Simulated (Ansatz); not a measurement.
**BaTe: a single-point run**

Wanted: a converged single-point run for BaTe, and a check of what comes out. The structure is shown as the input types it.

Computed with Ansatz 0.2.0 (density functional or hybrid calculation with the settings of its input, plane waves (as first typed), unless a step's input says otherwise).

3 further runs of the same task are left out: 3 that didn't finish.

## Step 1: The system as given

Symmetry: Fm-3m, No. 225, cubic system. Conventional cell: a = 7.065 Å, b = 7.065 Å, c = 7.065 Å, α = 90.00°, β = 90.00°, γ = 90.00°. Ba (site symmetry m-3m) has 6 Te at 3.53 Å as nearest neighbours. Te (site symmetry m-3m) is surrounded by 6 Ba at 3.53 Å.

As a file:

```cif
data_structure
_symmetry_space_group_name_H-M 'P 1'
_symmetry_Int_Tables_number 1
_cell_length_a 4.9955
_cell_length_b 4.9955
_cell_length_c 4.9955
_cell_angle_alpha 60.000
_cell_angle_beta 60.000
_cell_angle_gamma 60.000
_cell_volume 88.15
loop_
_atom_site_label
_atom_site_type_symbol
_atom_site_fract_x
_atom_site_fract_y
_atom_site_fract_z
_atom_site_occupancy
Ba1 Ba 0.00000 0.00000 0.00000 1
Te1 Te 0.50000 0.50000 0.50000 1
```

## Step 2: The run

The input, input.yaml:

```yaml
crystal:
  lattice:
    - [0.0, 3.532379313, 3.532379313]
    - [3.532379313, 0.0, 3.532379313]
    - [3.532379313, 3.532379313, 0.0]
  atoms:
    - { symbol: Ba, position: [0.0, 0.0, 0.0] }
    - { symbol: Te, position: [0.5, 0.5, 0.5] }
kpoints:
  mp_grid: { grid: [4, 4, 4] }
hamiltonian:
  xc: pbe
scf:
  occupations: { method: fixed }
  n_extra_bands: 4
  convergence: { dr2_threshold: 0.01 }
  max_iter: 82
output:
  forces: true
  stress: true
  eigenvalues: true
```

Command:

```
ansatz run input.yaml --threads 4 --pin off --max-ram 3686MiB --backend cpu --events-out ev --progress --plain --runs-dir out
```

What happens when this is run?

The program finished normally, with warnings (force scf threshold loose, stress scf threshold loose). Its log warns: «scf.convergence.dr2_threshold = 1e-2 eV is looser than this run's default, which is 1e-7 eV or tighter. The error in the forces grows as the threshold's square root ...»

The threshold asked is loose, but the program put off the close and ended at dr2 = 1.9e-10, so little accuracy was lost here.

Run again and compare: delete scf.convergence.dr2_threshold (the default then holds).
